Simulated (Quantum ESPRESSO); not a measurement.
# Li2O under changes of volume

One of the cells (8.399 Å³/atom); the others are scaled copies at fixed shape and fractional positions:

```xyz
3
Lattice="0.0000 2.3269 2.3269 2.3269 0.0000 2.3269 2.3269 2.3269 0.0000" Properties=species:S:1:pos:R:3 pbc="T T T"
O     0.0000    0.0000    0.0000
Li    1.1634    1.1634    1.1634
Li    3.4903    3.4903    3.4903
```

The cell comes from a database or a generator and needn't be the stable form of this composition.

```yaml
Program: Quantum ESPRESSO 7.5
Functional: PBE
Potentials_or_basis: SSSP 1.3 efficiency PBE
Cutoff: 748 eV
Density_cutoff: 5987 eV
k_mesh: 10 × 10 × 10
Occupations: fermi-dirac, width 0.05 eV
Spin: no spin polarisation
```

```csv
volume (Å³/atom),energy over the lowest point (meV/atom),pressure (GPa),gap on the mesh (eV)
7.895,3.99,3.6,5.06
8.063,?,?,?
8.231,0.00,0.0,4.98
8.399,0.66,-1.5,4.94
8.567,2.86,-2.9,4.90
8.735,6.47,-4.2,4.82
8.903,11.36,-5.4,4.69
```

What does the run at 8.063 Å³/atom give?

Energy over the lowest point 1.05 meV/atom; pressure 1.7 GPa; gap on the mesh 5.02 eV.

Worked out: A Birch-Murnaghan fit of order 3 (a polynomial in V^(-2/3)) to the other rows has its minimum at 8.25 Å³/atom with B0 = V·E''(V) = 79 GPa and B' = 3.8. It gives 1.05 meV/atom at 8.063 Å³/atom, against the run's 1.05, and -dE/dV = 1.9 GPa, against 1.7. A parabola through the other rows of the gap, of slope -1.27 eV per unit of ln V there, gives 5.03 eV, against the run's 5.02.

Energies are extrapolated to zero smearing.

A mesh can miss the band edges.
